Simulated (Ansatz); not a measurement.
**Al3GaN4: the cell at several levels of theory**

Cell and atoms of Al3GaN4 in the database structure are relaxed in turn with PBE and r2SCAN.

The runs shown are made with Ansatz 0.2.0. PAW datasets, plane waves, zero pressure. Computed at 0 K without zero-point motion; spin polarisation is off.

### Step 1. The system as given

It is monoclinic, Pm (No. 6); a = 5.038 Å, b = 3.125 Å, c = 5.411 Å, β = 90.0° in the conventional setting, 10.65 Å³ an atom. Near Al stand 4 N at 1.87–1.90 Å; near Al stand 4 N at 1.89–1.90 Å; near Ga stand 4 N at 1.93–1.96 Å; near N stand 3 Al at 1.89 Å and 1 Ga at 1.96 Å.

Structure file:

```cif
data_structure
_symmetry_space_group_name_H-M 'Pm'
_symmetry_Int_Tables_number 6
_cell_length_a 5.0377
_cell_length_b 3.1254
_cell_length_c 5.4112
_cell_angle_alpha 90.000
_cell_angle_beta 90.036
_cell_angle_gamma 90.000
_cell_volume 85.20
loop_
_atom_site_label
_atom_site_type_symbol
_atom_site_symmetry_multiplicity
_atom_site_Wyckoff_symbol
_atom_site_fract_x
_atom_site_fract_y
_atom_site_fract_z
_atom_site_occupancy
Al1 Al 1 b 0.50010 0.50000 0.16728 1
Al2 Al 1 b 0.00076 0.50000 0.83496 1
Al3 Al 1 a 0.00089 0.00000 0.33158 1
Ga1 Ga 1 a 0.49971 0.00000 0.66616 1
N1 N 1 a 0.11014 0.00000 0.66630 1
N2 N 1 b 0.12259 0.50000 0.16717 1
N3 N 1 b 0.62590 0.50000 0.84128 1
N4 N 1 a 0.62351 0.00000 0.32526 1
```

### Step 2. Relaxation with PBE

File input.yaml:

```yaml
crystal:
  lattice:
    - [5.0376935905, 0.0, 0.0]
    - [0.0, 3.12543778, 0.0]
    - [-0.0033559659, 0.0, 5.4111720837]
  atoms:
    - { symbol: Al, position: [0.50009873, 0.5, 0.16728039] }
    - { symbol: Al, position: [0.00076357, 0.5, 0.83496431] }
    - { symbol: Al, position: [0.00088655, 0.0, 0.3315828] }
    - { symbol: Ga, position: [0.49971489, 0.0, 0.66616374] }
    - { symbol: "N", position: [0.11013543, 0.0, 0.66629554] }
    - { symbol: "N", position: [0.12258652, 0.5, 0.16717386] }
    - { symbol: "N", position: [0.62590355, 0.5, 0.84127752] }
    - { symbol: "N", position: [0.62350976, 0.0, 0.32526284] }
kpoints:
  mp_grid: { grid: [6, 8, 4] }
hamiltonian:
  xc: pbe
scf:
  occupations: { method: fermi_dirac, width: 0.02 }
relax:
  f_tol: 0.005
  cell: {}
```

Run with:

```sh
$ ansatz run input.yaml --threads 4 --pin off --max-ram 5529MiB --backend cpu --events-out ev --progress --plain --runs-dir out
```

Further steps of the session: r2SCAN: cell and atoms.

What does the calculation give? Wanted: for each run, a; b; c; β; volume; space group; SCF geometries.

As calculated:

| level | a (Å) | b (Å) | c (Å) | β (°) | volume (Å³/atom) | space group | SCF geometries |
| --- | --- | --- | --- | --- | --- | --- | --- |
| PBE | 5.083 | 3.151 | 5.455 | 90.040 | 10.922 | Pm | 7 |
| r2SCAN | 5.038 | 3.125 | 5.410 | 90.035 | 10.648 | Pm | 5 |

What this shows: From the start to the first minimum the volume moved by +2.6 %. The volume runs from r2SCAN (least) to PBE (most), a spread of 2.6 %, or 0.9 % in length if all axes shared it alike. The meshes differ: PBE 6×8×4, r2SCAN 4×8×4.
